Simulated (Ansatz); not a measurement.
Relaxation of MoS2

Method: Ansatz, DFT PBE, scalar-relativistic, plane waves, PAW. (420 eV cutoff, 18×18×18 k-mesh, Gaussian smearing of 0.10 eV, no spin polarisation)

What was changed: relaxed at 90 GPa.

Other phases may be more stable at this pressure.

Command:

```bash
ansatz run input.yaml --threads 1 --pin off --max-ram 2560MiB --backend cpu --events-out ev --progress --plain --runs-dir out
```

Input:

```yaml
crystal:
  lattice:
    - [1.4286639102, 0.8248394931, 5.0176621289]
    - [-1.4286639102, 0.8248394931, 5.0176621289]
    - [0.0, -1.6496789862, 5.0176621289]
  atoms:
    - { symbol: Mo, position: [0.9993701561, 0.9993701561, 0.9993701561] }
    - { symbol: S, position: [0.4349396504, 0.4349396504, 0.4349396504] }
    - { symbol: S, position: [0.2316911934, 0.2316911934, 0.2316911934] }
basis:
  ecutwfc: 420
kpoints:
  mp_grid: { grid: [18, 18, 18] }
hamiltonian:
  xc: pbe
scf:
  occupations: { method: gaussian, width: 0.1 }
output:
  forces: true
  stress: true
  eigenvalues: true
relax:
  adjacent_minimum: "off"
  f_tol: 0.008
  max_steps: 50
  cell: { stress_tol: 0.08, p_target: 90.0 }
```

F is the free energy. Steps run on the plane waves of an earlier cell, but the last one, and at times one on the way, on a freshly chosen basis, so a repeated geometry can differ a little in energy. The relaxation lowers the enthalpy F + PV at the target pressure, so F itself can rise.

Steps:

| step | F − F(1) (eV) | largest force component (eV/Å) | V (Å³/atom) | P (GPa) |
| --- | --- | --- | --- | --- |
| 1 | 0.0000 | 1.605 | 11.826 | 83.10 |
| 2 | 0.9233 | 0.543 | 11.216 | 97.44 |
| 3 | 0.5248 | 0.299 | 11.436 | 86.45 |
| 4 | 0.6142 | 0.046 | 11.381 | 89.61 |
| 5 | 0.6256 | 0.015 | 11.374 | 90.01 |
| 6 | 0.6253 | 0.000 | 11.374 | 90.00 |
| 7 | 0.6257 | 0.000 | 11.374 | 90.00 |

Relaxed structure:

```yaml
crystal:
  lattice:
    - [1.40654, 0.81207, 4.97901]
    - [-1.40654, 0.81207, 4.97901]
    - [0.00000, -1.62413, 4.97901]
  atoms:
    - { symbol: Mo, position: [0.99910, 0.99910, 0.99910] }
    - { symbol: S, position: [0.43930, 0.43930, 0.43930] }
    - { symbol: S, position: [0.22759, 0.22759, 0.22759] }
```

It takes space group R3m (No. 160, trigonal). Conventional cell: a = 2.813 Å, b = 2.813 Å, c = 14.937 Å, α = 90.00°, β = 90.00°, γ = 120.00°. Mo (site symmetry 3m) has 6 S at 2.26 to 2.28 Å as nearest neighbours. S (site symmetry 3m) is surrounded by 3 Mo at 2.28 Å and 3 S at 2.44 Å. S (site symmetry 3m) is surrounded by 3 Mo at 2.26 Å and 3 S at 2.44 Å.

The run converged. The run took 4.6 min on 1 thread of Arm Neoverse V1, on a shared host, peak memory 0.66 GiB.